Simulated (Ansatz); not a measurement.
## What a trial cell of Pb relaxes into

Method: Ansatz, DFT PBE, scalar-relativistic, plane waves, PAW. Cutoff 420 eV, Γ-centred k mesh, Gaussian smearing, no spin polarisation in the final step.

The start puts Pb on the sites of a reported O cell (Fmmm, No. 69), at a guessed volume.

```xyz
2
Lattice="0.0000 3.1883 5.0601 2.2365 0.0000 5.0601 2.2365 3.1883 0.0000" Properties=species:S:1:pos:R:3 pbc="T T T"
Pb    2.2365    3.1883    0.8815
Pb    2.2365    3.1883    9.2387
```

Cell and atoms relax at zero pressure; the relaxation can't lower the symmetry of the start. After a coarse first stage the cell is made exact in the group found at 0.06 Å.

Energies count from the standard state of Pb at the same level.

Question: Which crystal results?

Answer: It keeps Fmmm (No. 69), but not the shape of the type it started on. Conventional cell: a = 3.506 Å, b = 6.006 Å, c = 12.590 Å. Around Pb lie 9 Pb at 3.39–3.51 Å.

```cif
data_structure
_symmetry_space_group_name_H-M 'Fmmm'
_symmetry_Int_Tables_number 69
_cell_length_a 3.5063
_cell_length_b 6.0059
_cell_length_c 12.5901
_cell_angle_alpha 90.000
_cell_angle_beta 90.000
_cell_angle_gamma 90.000
_cell_volume 265.13
loop_
_atom_site_label
_atom_site_type_symbol
_atom_site_symmetry_multiplicity
_atom_site_Wyckoff_symbol
_atom_site_fract_x
_atom_site_fract_y
_atom_site_fract_z
_atom_site_occupancy
Pb1 Pb 8 i 0.00000 0.00000 0.13480 1
```

Question: What are its volume, energy, density and gap?

Answer: The volume per atom is 33.14 Å³ and the density is 10.38 g/cm³. The energy over the standard structure is 0.07 eV/atom. The gap on the 20×20×20 mesh is 0 eV (a metal).

The final run used a 20×20×20 mesh on its 2-atom cell and 0.10 eV smearing. The k mesh leaves about 4 meV/atom of noise in metals. Spin–orbit coupling is left out. A structure relaxed within its symmetry needn't be a true minimum.